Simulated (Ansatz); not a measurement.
# From the elastic tensor of HfN at 35 GPa (stress–strain coefficients) to moduli and sound speeds

Theory: DFT PBEsol, scalar-relativistic, plane waves, PAW in Ansatz. Cutoff 420 eV, 16×16×16 k-points (Γ-centred), Fermi-Dirac smearing of 0.15 eV. No spin polarisation.

Symmetry: Fm-3m, No. 225, cubic system. The conventional cell has a = 4.355 Å, b = 4.355 Å, c = 4.355 Å, α = 90.00°, β = 90.00°, γ = 90.00°. Around Hf (site symmetry m-3m) lie 6 N at 2.18 Å. Around N (site symmetry m-3m) lie 6 Hf at 2.18 Å.

In a metal, frequencies and elastic constants depend on the k mesh and the smearing, soft modes and shear constants most. Spin polarisation was left out, and a magnetic state may lie lower. Spin–orbit coupling is left out, which can shift energies with elements as heavy as these. Other phases may be more stable at this pressure.

Relaxed-ion constants (GPa, on the Cartesian axes of the calculation):
```
964.0 154.6 154.6   0.0   0.0   0.0
154.6 964.0 154.6   0.0   0.0   0.0
154.6 154.6 964.0   0.0   0.0   0.0
  0.0   0.0   0.0 139.9   0.0   0.0
  0.0   0.0   0.0   0.0 139.9   0.0
  0.0   0.0   0.0   0.0   0.0 139.9
```

Density 15.481 g/cm³; 2 atoms in 20.65 Å³.

The values that follow are for a polycrystal of randomly turned grains, by Hill's mean where one number stands. In a crystal this anisotropic the Voigt and Reuss bounds lie far apart, so Hill's mean and the sound speeds and Debye temperature from it are rough.

```
Bulk modulus, Voigt / Reuss / Hill          : 424.4 / 424.4 / 424.4 GPa
Shear modulus, Voigt / Reuss / Hill         : 245.8 / 189.5 / 217.7 GPa
Young's modulus                             : 558 GPa
Poisson ratio                               : 0.281
Pugh ratio B/G                              : 1.95
Universal anisotropy index                  : 1.49
Longitudinal and transverse sound speeds    : 6794 and 3750 m/s
Debye temperature from the mean sound speed : 571 K
```

Cost: 1 run of about 0.54 core-minutes, on AMD EPYC 9R45 (Zen 5) (shared hosts).

The crystal is very stiff against strain along the cube axes but much softer in shear on the cube faces: C11 is 964.0 GPa, while C44 is only 139.9 GPa. Axial strain directly stretches or compresses the short Hf–N contacts, with their strong Hf d–N p σ bonding, whereas this shear mainly bends bond angles. Occupied metal t2g states, which the nitride fills further than the carbide, probably soften C44 as well. Young's modulus is therefore largest along the cube axes and smallest along the body diagonals.

The closeness of C12 and C44 is no sign of central forces, since under pressure the Cauchy relation requires C12 to exceed C44 by twice the pressure. The actual excess is far smaller, which points to substantial noncentral, directional bonding.

The constants satisfy the cubic Born criteria, so the lattice resists small homogeneous strains at this pressure. The Pugh ratio of 1.95 doesn't establish ductility, because the Voigt and Reuss shear moduli place the material on opposite sides of the customary dividing line. Stability against finite-wavelength phonons remains untested.
